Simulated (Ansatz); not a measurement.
Relaxing Co

The calculation used DFT PBEsol, scalar-relativistic, plane waves, PAW (Ansatz 0.2.0).

Co was placed on the diamond structure type (Fd-3m, No. 227), at a guessed volume.

Input of the last, converged step (default PAW datasets):

```yaml
crystal:
  lattice:
    - [0.0, 2.4205250217, 2.4205250217]
    - [2.4205250217, 0.0, 2.4205250217]
    - [2.4205250217, 2.4205250217, 0.0]
  atoms:
    - { symbol: Co, position: [0.0, 0.0, 0.0] }
    - { symbol: Co, position: [0.25, 0.25, 0.25] }
basis:
  ecutwfc: 420
kpoints:
  mp_grid: { grid: [20, 20, 20] }
hamiltonian:
  xc: pbesol
scf:
  occupations: { method: gaussian, width: 0.1 }
output:
  forces: true
  stress: true
  eigenvalues: true
relax:
  adjacent_minimum: "off"
  f_tol: 0.01
  max_steps: 80
  cell: { stress_tol: 0.05 }
```

It can be run as:

```bash
ansatz run input.yaml --threads 1 --pin off --backend cpu --events-out ev --progress --plain --runs-dir out  # memory cap (--max-ram) not shown
```

End of the output:

```
SCF converged after 7 iterations
Free energy (F): -10183.106117 eV
Harris-Foulkes:  -10183.106117 eV  (|F-HF|=1.82e-12)
Internal energy: -10183.085281 eV  (E = F + TS)
E sigma→0 (E₀):  -10183.095699 eV
Entropy (-TS):   -0.020835 eV (-10.418 meV/atom)
Fermi energy:    13.131416 eV
--- Per-component energies (eV) ---
  E_band       = -679.799959
  E_kinetic    = 914.597486
  E_local      = -7083.212690  (includes V_loc(G=0)·N_el)
  E_nonlocal   = 916.560456
  E_hartree    = 2983.742605
  E_xc         = -314.247869
  E_vxc        = -407.386921  (∫ρ·V_xc dr)
  E_paw        = -2971.729011  (= ΣΔE_a)
  E_vpaw       = -987.843638  (= ΣTr[D̂ρ^β])
  E_aug_tail   = 0.000132  (compensation charges beyond the density's cutoff)
  E_ewald      = -4629.173229
  E_core_change = 0.376838  (= ΣΔE_core)
  E_smearing   = -0.020835  (= −TS)
  E_closure    = 0.000000  (closes the sum)
  Σ components = -10183.106117   (vs F -10183.106117, Δ=0.00e0)
--- Forces (eV/Å), atoms counted from 1 ---
  atom   1  Co     0.00000000     0.00000000     0.00000000
  atom   2  Co     0.00000000     0.00000000     0.00000000
  max |Σ_I F_I| component: 1.85e-17 eV/Å
--- Stress (GPa, compression-positive) ---
        0.000533       0.000000       0.000000
        0.000000       0.000533       0.000000
        0.000000       0.000000       0.000533
  P = ⅓ Tr σ = 0.0005 GPa (0.005 kbar)
--- Relaxed structure (3 steps of the walk, 3 accepted, 2 SCFs on fresh bases) ---
  F+E_penalty+E_count = -10183.10611682 eV   max|allowed force component| = 1.850e-17 eV/Å   (the final SCF, on the basis selected at the relaxed cell)
  cell:  # Å, volume = 28.3903 Å³
    - [0.000000, 2.421291, 2.421291]
    - [2.421291, 0.000000, 2.421291]
    - [2.421291, 2.421291, 0.000000]
  atoms:
    - { symbol: Co, position: [0.000000, 0.000000, 0.000000] }
    - { symbol: Co, position: [0.25, 0.25, 0.25] }
```

Total energies depend on the potentials used, so only differences within one code and one set of settings carry meaning.

The result has space group Fd-3m (No. 227). Co is coordinated by 4 Co at 2.10 Å.

It lies 1.44 eV/atom above the element's standard state at the same level.

The k mesh leaves about 4 meV/atom of noise in metals.

A structure relaxed within its symmetry needn't be a true minimum.